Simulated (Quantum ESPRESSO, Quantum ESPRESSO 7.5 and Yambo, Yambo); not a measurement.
## AlAs (F-43m): dielectric function and energy loss

Wanted: the dielectric function of AlAs (F-43m), with cost.

Main program and level: Quantum ESPRESSO 7.5 and Yambo 5.3.0; PBE and many-body steps on it, plane waves.

## Step 1: Set-up

The structure is cubic, space group F-43m (No. 216). Conventional cell: a = 5.661 Å, b = 5.661 Å, c = 5.661 Å, α = 90.00°, β = 90.00°, γ = 90.00°. Al has 4 As at 2.45 Å nearest. Nearest to As lie 4 Al at 2.45 Å. Farther neighbours are not listed.

The cell and positions come from the Crystallography Open Database and are kept as given unless a step says otherwise.

## Step 2: Empty states on the mesh, 6×6×6 mesh, 51 bands

This step: Quantum ESPRESSO 7.5; DFT, PBE, plane waves, norm-conserving pseudopotentials.

The sums over transitions need many empty states on a uniform mesh; this step solves for them.

pw.in

```
&control
  calculation = 'nscf'
  prefix = 'x'
  outdir = 'o'
  pseudo_dir = 'pseudo'
/
&system
  ibrav = 0
  nat = 2
  ntyp = 2
  ecutwfc = 76.0
  nbnd = 51
  force_symmorphic = .true.
/
&electrons
  conv_thr = 1e-9
  electron_maxstep = 80
  diago_full_acc = .true.
  diago_thr_init = 5e-6
/
ATOMIC_SPECIES
  Al 26.982 Al.upf
  As 74.922 As.upf
CELL_PARAMETERS angstrom
  0.0000000000 2.8304000000 2.8304000000
  2.8304000000 0.0000000000 2.8304000000
  2.8304000000 2.8304000000 -0.0000000000
ATOMIC_POSITIONS crystal
  Al 0.0000000000 0.0000000000 0.0000000000
  As 0.2500000000 0.2500000000 0.2500000000
K_POINTS automatic
  6 6 6 0 0 0
```

The run is started by

```console
OMP_NUM_THREADS=1 mpirun -n 4 pw.x -nk 4 -in pw.in > pw.out
```

Output:

```text
Program PWSCF v.7.5 starts

     This program is part of the open-source Quantum ESPRESSO suite
     for quantum simulation of materials; please cite
         "P. Giannozzi et al., J. Phys.:Condens. Matter 21 395502 (2009);
         "P. Giannozzi et al., J. Phys.:Condens. Matter 29 465901 (2017);
         "P. Giannozzi et al., J. Chem. Phys. 152 154105 (2020);
     in publications or presentations arising from this work. More details at

     Atomic positions and unit cell read from directory:
     o/x.save/

     Message from routine setup:
[...]
50.8003  50.8003  52.2885

          k = 0.2357 0.2357-0.2357 (  3428 PWs)   bands (ev):

[...]
39.5229  39.5229  40.1011  40.1011  40.1183  42.1361  43.0376  45.7400
    45.7400  46.1829  46.1829  46.6912  48.1977  48.2888  48.2888  50.7711
    53.6351  53.6351  54.9297

          k =-0.3536-0.3536 0.3536 (  3426 PWs)   bands (ev):

     [... further k-points ...]

     highest occupied, lowest unoccupied level (ev):     6.5055    7.9419

     XML data file, pseudopotentials, collected wavefunctions

=------------------------------------------------------------------------------=
   JOB DONE.
=------------------------------------------------------------------------------=
```

The job ended after 7.1 s (4 MPI ranks of Arm Neoverse V1, shared host; peak memory 0.26 GiB; 28 s of CPU time).

This step gave:

* gap: 1.436 eV
* k of the valence top: 0, 0, 0
* k of the conduction bottom: 0, -0.5, -0.5
* least direct gap: 2.045 eV
* k points computed: 16
* lowest point of the top converged band, above the valence top: 42.87 eV

On this mesh the gap is 1.436 eV.

The density comes from a self-consistent run that is not shown.

## Step 3: Conversion and set-up

This step: Yambo 5.3.0; conversion and set-up on PBE, plane waves, norm-conserving pseudopotentials.

The states are converted to the many-body program's format and the q mesh is built.

The run is started by

```console
(cd o/x.save; p2y > p2y.log; mv SAVE ../..); yambo > setup.log
```

Output:

```text
 Yambo, version 5.3.0

 [02] CORE Variables Setup
 =========================

  [02.01] Unit cells
  ==================

  Cell kind             :  FCC
  Atoms in the cell     :  Al  As
  number of Al atoms    :  1
  number of As atoms    :  1

  List of atomic masses
  Mass of Al    :  26.98200
  Mass of As    :  74.92200

  List of atomic coordinates    : [cc]
  Al1       :  0.000000  0.000000  0.000000  order 1
  As1       :  2.674340  2.674340  2.674340  order 2

  Alat factors          :  5.348681  5.348681  5.348681 [a.u.]
  Direct lattice volume :  306.0343 [a.u.]
[...]
Q [ 1]         [rlu]:  0.000000  0.000000  0.000000
 Q [ 2]         [rlu]: -0.79762E-17  0.59016E-17  0.16667
 Q [ 3]         [rlu]: -0.15952E-16  0.11803E-16  0.33333
[...]
Q [ 8]         [rlu]: -0.16211E-16  0.16667     -0.33333
 Q [ 9]         [rlu]: -0.11803E-16  0.16667     -0.16667
 Q [10]         [rlu]: -0.12963E-16  0.33333      0.33333
     [... 4 further rows ...]
 Q [15]         [rlu]:  0.166667  0.333333 -0.333333
 Q [16]         [rlu]:  0.166667 -0.500000 -0.333333

  [03.01] X indexes
  =================

   [03.01.01] Sigma indexes
   ========================

 [06] Game Over & Game summary
```

Run time: 2.9 s. Hardware: 1 MPI rank; peak memory 0.24 GiB.

## Step 4: RPA response with local fields

The response function is computed on a frequency grid, with local fields up to the given cutoff.

This step: RPA response with local fields on PBE, plane waves, norm-conserving pseudopotentials.

optics1.in

```
optics
chi
dipoles
Chimod= "HARTREE"
% QpntsRXd
 1 | 4 |
%
% BndsRnXd
 1 | 51 |
%
NGsBlkXd= 3 Ry
% EnRngeXd
 0 | 30 | eV
%
% DmRngeXd
 0.2 | 0.2 | eV
%
ETStpsXd= 301
% LongDrXd
 1 | 0 | 0 |
%
```

The run is started by

```console
OMP_NUM_THREADS=1 mpirun -n 4 yambo -F optics1.in -J optics1 -C optics1 > optics1.log
```

Output:

```text
 Yambo, version 5.3.0

 [02] CORE Variables Setup
 =========================

  [... cell, symmetries and grids as in the set-up ...]

  [02.05] Energies & Occupations
  ==============================

  [X] === General ===
  [X] Electronic Temperature                        :  0.000000  0.000000 [eV K]
  [X] Bosonic    Temperature                        :  0.000000  0.000000 [eV K]
  [X] Finite Temperature mode                       : no
  [X] El. density                                   :  0.39692E+24 [cm-3]
  [X] Fermi Level                                   :  6.505537 [eV]

  [X] === Gaps and Widths ===
  [X] Conduction Band Min                           :  1.436385 [eV]
  [X] Valence Band Max                              :  0.000000 [eV]
  [X] Filled Bands                                  :   9
  [X] Empty Bands                                   :   10   51
  [X] Direct Gap                                    :  2.044983 [eV]
  [X] Direct Gap localized at k                     :  1
  [X] Indirect Gap                                  :  1.436385 [eV]
  [X] Indirect Gap between kpts                     :   1  13
  [X] Last valence band width                       :  2.687646 [eV]
  [X] 1st conduction band width                     :  2.500986 [eV]

 [03] Transferred momenta grid and indexing
 ==========================================

 IBZ Q-points                                      :  16
 BZ  Q-points                                      :  216

 K/Q-points units:
 rlu = crystal or reduced units; cc = cartesian coordinates; iku = interal k-units

 Q [ 1]         [rlu]:  0.000000  0.000000  0.000000
 Q [ 2]         [rlu]: -0.79762E-17  0.59016E-17  0.16667
 Q [ 3]         [rlu]: -0.15952E-16  0.11803E-16  0.33333
 Q [ 4]         [rlu]: -0.16211E-16 -0.16211E-16 -0.50000
 Q [ 5]         [rlu]: -0.64815E-17  0.16667      0.16667
 Q [ 6]         [rlu]: -0.21854E-16  0.16667      0.33333
 Q [ 7]         [rlu]: -0.76962E-17  0.16667      0.50000
 Q [ 8]         [rlu]: -0.16211E-16  0.16667     -0.33333
 Q [ 9]         [rlu]: -0.11803E-16  0.16667     -0.16667
 Q [10]         [rlu]: -0.12963E-16  0.33333      0.33333
     [... 4 further rows ...]
 Q [15]         [rlu]:  0.166667  0.333333 -0.333333
 Q [16]         [rlu]:  0.166667 -0.500000 -0.333333

 [04] Dipoles
 ============

  [04.01] Setup: observables and procedures
  =========================================

  [WARNING] [r,Vnl^pseudo] included in position and velocity dipoles.

  [WARNING] In case H contains other non local terms, these are neglected

 [05] Optics
 ===========

 [08] Game Over & Game summary
```

It took 37 s on 4 MPI ranks; peak memory 1.4 GiB.

This step gave:

| Property | Result |
| --- | --- |
| ε at zero frequency | 10.16 |
| the same without local fields | 11.44 |
| loss peak | 16.4 eV |

The static value is 10.16.

The ε₂ has structure finer than the step of the table below, so its rows give means over 1 eV, whole bins alone (the curve runs from 0 to 30 eV). Peaks (eV: height): HARTREE 3.1: 17.2, 4.2: 31.3; no local fields 3.0: 18.9, 4.2: 36.6.

Broadening 0.2 eV; field along x. Table of ε₂ by energy; means over each step:

```csv
energy (eV),HARTREE,no local fields
1,0.636,0.746
2,2.55,2.84
3,9.81,11.2
4,19.5,23.7
5,8.83,9.72
6,6.26,7.76
7,6.22,6.58
8,3.37,2.82
9,1.65,1.52
10,1.42,1.31
11,1.05,0.818
12,0.600,0.505
13,0.537,0.485
14,0.458,0.398
15,0.294,0.292
16,0.279,0.242
17,0.239,0.196
18,0.217,0.218
19,0.238,0.157
20,0.153,0.115
21,0.130,0.103
22,0.110,0.0932
23,0.120,0.0961
24,0.112,0.0721
25,0.109,0.0608
26,0.104,0.0505
27,0.0735,0.0441
28,0.0696,0.0398
29,0.0499,0.0298
```

Broadening 0.2 eV; field along x. The loss function, HARTREE by energy loss; read off at these points:

energy loss (eV), loss function, HARTREE and a bar:
```
      0.0       0.00 
      1.0       0.01 
      2.0       0.02 
      3.0       0.03 
      4.0       0.03 
      5.0       0.09 #
      6.0       0.15 #
      7.0       0.14 #
      8.0       0.11 #
      9.0       0.23 ##
     10.0       0.32 ###
     11.0       0.37 ###
     12.0       0.52 ####
     13.0       0.95 ########
     14.0       1.64 #############
     15.0       2.99 #########################
     16.0       3.48 #############################
     16.4       3.65 ##############################
     17.0       2.78 #######################
     18.0       1.48 ############
     19.0       1.63 #############
     19.2       1.78 ###############
     20.0       0.86 #######
     21.0       0.54 ####
     22.0       0.40 ###
     23.0       0.33 ###
     24.0       0.29 ##
     25.0       0.27 ##
     26.0       0.30 ##
     27.0       0.16 #
     28.0       0.14 #
     29.0       0.08 #
     30.0       0.07 #
```

Broadening 0.2 eV; momentum transfer q number 2. Im eps against energy; read off at these points:

| energy (eV) | HARTREE | no local fields |
| --- | --- | --- |
| 0 | 0.180 | 0.231 |
| 1 | 0.203 | 0.261 |
| 2 | 0.306 | 0.395 |
| 3 | 0.858 | 1.13 |
| 4 | 4.55 | 5.67 |
| 5 | 13.1 | 17.8 |
| 6 | 13.7 | 15.4 |
| 7 | 5.83 | 5.41 |
| 8 | 2.64 | 2.75 |
| 9 | 2.48 | 2.74 |
| 10 | 2.64 | 2.05 |
| 11 | 1.35 | 1.05 |
| 12 | 0.675 | 0.583 |
| 13 | 0.556 | 0.519 |
| 14 | 0.488 | 0.452 |
| 15 | 0.355 | 0.345 |
| 16 | 0.333 | 0.301 |
| 17 | 0.279 | 0.219 |
| 18 | 0.262 | 0.242 |
| 19 | 0.230 | 0.158 |
| 20 | 0.165 | 0.113 |
| 21 | 0.139 | 0.115 |
| 22 | 0.144 | 0.101 |
| 23 | 0.134 | 0.0914 |
| 24 | 0.117 | 0.0755 |
| 25 | 0.125 | 0.0644 |
| 26 | 0.0828 | 0.0481 |
| 27 | 0.0672 | 0.0444 |
| 28 | 0.0552 | 0.0410 |
| 29 | 0.0554 | 0.0372 |
| 30 | 0.0404 | 0.0275 |

Broadening 0.2 eV; momentum transfer q number 2. The -Im 1/eps, HARTREE by energy loss; read off at these points:

| energy loss (eV) | -Im 1/eps, HARTREE |
| --- | --- |
| 0.0 | 0.00455 |
| 1.0 | 0.00485 |
| 2.0 | 0.00597 |
| 3.0 | 0.0105 |
| 4.0 | 0.0380 |
| 5.0 | 0.0564 |
| 6.0 | 0.0722 |
| 7.0 | 0.0981 |
| 8.0 | 0.221 |
| 9.0 | 0.355 |
| 10.0 | 0.293 |
| 11.0 | 0.327 |
| 12.0 | 0.512 |
| 13.0 | 1.05 |
| 14.0 | 1.65 |
| 15.0 | 2.76 |
| 15.6 | 2.94 |
| 16.0 | 2.78 |
| 17.0 | 2.89 |
| 18.0 | 1.85 |
| 19.0 | 1.40 |
| 20.0 | 0.909 |
| 21.0 | 0.553 |
| 22.0 | 0.481 |
| 23.0 | 0.399 |
| 24.0 | 0.317 |
| 25.0 | 0.313 |
| 26.0 | 0.201 |
| 27.0 | 0.146 |
| 28.0 | 0.110 |
| 29.0 | 0.106 |
| 30.0 | 0.0727 |

The Im eps has structure finer than the step of the table below, so its rows give means over 1 eV, whole bins alone (the curve runs from 0 to 30 eV). Peaks (eV: height): HARTREE 7.3: 7.21, 9.3: 6.60; no local fields 6.6: 9.82.

Broadening 0.2 eV; momentum transfer q number 3. The Im eps by energy; means over each step:

| energy (eV) | HARTREE | no local fields |
| --- | --- | --- |
| 1 | 0.0822 | 0.110 |
| 2 | 0.112 | 0.154 |
| 3 | 0.240 | 0.332 |
| 4 | 0.625 | 0.881 |
| 5 | 1.94 | 2.76 |
| 6 | 4.07 | 6.41 |
| 7 | 6.91 | 9.35 |
| 8 | 5.65 | 6.47 |
| 9 | 5.79 | 5.72 |
| 10 | 3.62 | 2.90 |
| 11 | 1.94 | 1.46 |
| 12 | 1.16 | 0.975 |
| 13 | 0.874 | 0.841 |
| 14 | 0.838 | 0.898 |
| 15 | 0.833 | 0.804 |
| 16 | 0.597 | 0.500 |
| 17 | 0.341 | 0.276 |
| 18 | 0.294 | 0.255 |
| 19 | 0.324 | 0.248 |
| 20 | 0.279 | 0.171 |
| 21 | 0.199 | 0.138 |
| 22 | 0.175 | 0.121 |
| 23 | 0.146 | 0.108 |
| 24 | 0.119 | 0.0903 |
| 25 | 0.0998 | 0.0728 |
| 26 | 0.0833 | 0.0645 |
| 27 | 0.0701 | 0.0576 |
| 28 | 0.0577 | 0.0487 |
| 29 | 0.0551 | 0.0464 |

## Step 5: Independent-particle response

This step: independent-particle response on PBE, plane waves, norm-conserving pseudopotentials.

optics2.in

```
optics
chi
dipoles
Chimod= "IP"
% QpntsRXd
 1 | 1 |
%
% BndsRnXd
 1 | 51 |
%
NGsBlkXd= 1 RL
% EnRngeXd
 0 | 30 | eV
%
% DmRngeXd
 0.2 | 0.2 | eV
%
ETStpsXd= 301
% LongDrXd
 1 | 0 | 0 |
%
```

The run is started by

```console
OMP_NUM_THREADS=1 mpirun -n 4 yambo -F optics2.in -J optics2 -C optics2 > optics2.log
```

Output:

```text
 Yambo, version 5.3.0

 [02] CORE Variables Setup
 =========================

  [... cell, symmetries and grids as in the set-up ...]

  [02.05] Energies & Occupations
  ==============================

  [X] === General ===
  [X] Electronic Temperature                        :  0.000000  0.000000 [eV K]
  [X] Bosonic    Temperature                        :  0.000000  0.000000 [eV K]
  [X] Finite Temperature mode                       : no
  [X] El. density                                   :  0.39692E+24 [cm-3]
  [X] Fermi Level                                   :  6.505537 [eV]

  [X] === Gaps and Widths ===
  [X] Conduction Band Min                           :  1.436385 [eV]
  [X] Valence Band Max                              :  0.000000 [eV]
  [X] Filled Bands                                  :   9
  [X] Empty Bands                                   :   10   51
  [X] Direct Gap                                    :  2.044983 [eV]
  [X] Direct Gap localized at k                     :  1
  [X] Indirect Gap                                  :  1.436385 [eV]
  [X] Indirect Gap between kpts                     :   1  13
  [X] Last valence band width                       :  2.687646 [eV]
  [X] 1st conduction band width                     :  2.500986 [eV]

 [03] Transferred momenta grid and indexing
 ==========================================

 IBZ Q-points                                      :  16
 BZ  Q-points                                      :  216

 K/Q-points units:
 rlu = crystal or reduced units; cc = cartesian coordinates; iku = interal k-units

 Q [ 1]         [rlu]:  0.000000  0.000000  0.000000
 Q [ 2]         [rlu]: -0.79762E-17  0.59016E-17  0.16667
 Q [ 3]         [rlu]: -0.15952E-16  0.11803E-16  0.33333
[...]
Q [ 8]         [rlu]: -0.16211E-16  0.16667     -0.33333
 Q [ 9]         [rlu]: -0.11803E-16  0.16667     -0.16667
 Q [10]         [rlu]: -0.12963E-16  0.33333      0.33333
     [... 4 further rows ...]
 Q [15]         [rlu]:  0.166667  0.333333 -0.333333
 Q [16]         [rlu]:  0.166667 -0.500000 -0.333333

 [04] Dipoles
 ============

  [04.01] Setup: observables and procedures
  =========================================

  [WARNING] [r,Vnl^pseudo] included in position and velocity dipoles.

  [WARNING] In case H contains other non local terms, these are neglected

 [05] Optics
 ===========

 [08] Game Over & Game summary
```

Wall time 2.5 s (4 MPI ranks); peak memory 1 GiB; 5.6 s of CPU time.

This step gave:

```yaml
eps_at_zero_frequency: 11.44
loss_peak: 16.4 eV
```

The static value is 11.44.

## Step 6: RPA response with local fields, scissors 1.07 eV

This step: RPA response with local fields on PBE, plane waves, norm-conserving pseudopotentials.

optics4.in

```
optics
chi
dipoles
Chimod= "HARTREE"
% QpntsRXd
 1 | 1 |
%
% BndsRnXd
 1 | 51 |
%
NGsBlkXd= 3 Ry
% EnRngeXd
 0 | 20 | eV
%
% DmRngeXd
 0.15 | 0.15 | eV
%
ETStpsXd= 201
% LongDrXd
 1 | 0 | 0 |
%
% XfnQP_E
 1.07 | 1.0 | 1.0 |
%
```

The run is started by

```console
OMP_NUM_THREADS=1 mpirun -n 4 yambo -F optics4.in -J optics4 -C optics4 > optics4.log
```

Output:

```text
 Yambo, version 5.3.0

 [02] CORE Variables Setup
 =========================

  [... cell, symmetries and grids as in the set-up ...]

  [02.05] Energies & Occupations
  ==============================

  [X] === General ===
  [X] Electronic Temperature                        :  0.000000  0.000000 [eV K]
  [X] Bosonic    Temperature                        :  0.000000  0.000000 [eV K]
  [X] Finite Temperature mode                       : no
  [X] El. density                                   :  0.39692E+24 [cm-3]
  [X] Fermi Level                                   :  6.505537 [eV]

  [X] === Gaps and Widths ===
  [X] Conduction Band Min                           :  1.436385 [eV]
  [X] Valence Band Max                              :  0.000000 [eV]
  [X] Filled Bands                                  :   9
  [X] Empty Bands                                   :   10   51
  [X] Direct Gap                                    :  2.044983 [eV]
  [X] Direct Gap localized at k                     :  1
  [X] Indirect Gap                                  :  1.436385 [eV]
  [X] Indirect Gap between kpts                     :   1  13
  [X] Last valence band width                       :  2.687646 [eV]
  [X] 1st conduction band width                     :  2.500986 [eV]

 [03] Transferred momenta grid and indexing
 ==========================================

 IBZ Q-points                                      :  16
 BZ  Q-points                                      :  216

 K/Q-points units:
 rlu = crystal or reduced units; cc = cartesian coordinates; iku = interal k-units

 Q [ 1]         [rlu]:  0.000000  0.000000  0.000000
 Q [ 2]         [rlu]: -0.79762E-17  0.59016E-17  0.16667
 Q [ 3]         [rlu]: -0.15952E-16  0.11803E-16  0.33333
[...]
==============================

  [X+QP] === General ===
  [X+QP] Electronic Temperature                     :  0.000000  0.000000 [eV K]
  [X+QP] Bosonic    Temperature                     :  0.000000  0.000000 [eV K]
  [X+QP] Finite Temperature mode                    : no
  [X+QP] El. density                                :  0.39692E+24 [cm-3]
  [X+QP] Fermi Level                                :  0.000000 [eV]

  [X+QP] === Gaps and Widths ===
  [X+QP] Conduction Band Min                        :  2.506385 [eV]
  [X+QP] Valence Band Max                           :  0.000000 [eV]
  [X+QP] Filled Bands                               :   9
  [X+QP] Empty Bands                                :   10   51
  [X+QP] Direct Gap                                 :  3.114983 [eV]
  [X+QP] Direct Gap localized at k                  :  1
  [X+QP] Indirect Gap                               :  2.506385 [eV]
  [X+QP] Indirect Gap between kpts                  :   1  13
  [X+QP] Last valence band width                    :  2.687646 [eV]
  [X+QP] 1st conduction band width                  :  2.500986 [eV]

  [coarse-grid] Minimum Bare Gap        [ev]:  1.436385
  [coarse-grid] Minimum Gap Correction  [ev]:  1.070000

  Eqp @ K [ 1]
   -34.4569     -34.4569     -34.4569     -34.4457     -34.4457     -11.8698    -0.796184E-8 -0.741343E-8
    0.00000   3.11498   5.36365   5.36365   5.36365   9.96186  10.11465  10.11465
   12.53086  12.53086  12.53086  15.98095  24.85519  24.85519  24.85519  26.77023
  Eqp @ K [ 2]
[...]
Eqp @ K [ 3]
[...]
Eqp @ K [ 8]
[...]
Eqp @ K [ 9]
[...]
[... 5 further rows ...]
   -2.68765   4.24315   5.19209   8.19793   8.91058  11.65899  13.44840  13.64837
   14.98715  17.49834  18.30655  18.39821  18.82710  19.23495  20.15139  22.86156

 [05] Dipoles
 ============

  [05.01] Setup: observables and procedures
  =========================================

  [WARNING] [r,Vnl^pseudo] included in position and velocity dipoles.

  [WARNING] In case H contains other non local terms, these are neglected

 [06] Optics
 ===========

 [09] Game Over & Game summary
```

The job ended after 4.8 s (4 MPI ranks; peak memory 1.4 GiB).

This step gave:

```yaml
eps_at_zero_frequency: 8.333
the_same_without_local_fields: 9.267
loss_peak: 17.6 eV
```

The static value is 8.33.

The ε₂ has structure finer than the step of the table below, so its rows give means over 1 eV, whole bins alone (the curve runs from 0 to 20 eV). Peaks (eV: height): HARTREE 4.1: 21.2, 5.3: 37.2; no local fields 4.1: 24.0, 5.2: 42.9.

Broadening 0.15 eV; field along x. The ε₂ by energy; means over each step:

```csv
energy (eV),HARTREE,no local fields
1,0.236,0.278
2,0.404,0.468
3,2.21,2.41
4,9.73,10.9
5,19.8,24.4
6,9.24,9.73
7,6.34,7.84
8,6.52,6.92
9,3.54,2.88
10,1.65,1.48
11,1.42,1.29
12,1.09,0.810
13,0.601,0.476
14,0.540,0.473
15,0.473,0.401
16,0.275,0.269
17,0.282,0.236
18,0.233,0.182
19,0.213,0.211
```

[end of part 1 of 3]

[Paths, hosts, dates, memory and timing lines, banners, echoed tables and standing remarks are left out of the program output.]

[Logs are printed without paths, hosts, clocks, repeated set-up lines and the standing remarks that a program may print on its own settings, such as how far it seeks lower states.]

[Runs of the session that timed out or met a known fault of the program may be left out.]

[Hosts, paths, dates, database ids (printed as entryN), source tags and the programs' standing remarks are cut or masked in the printed files.]
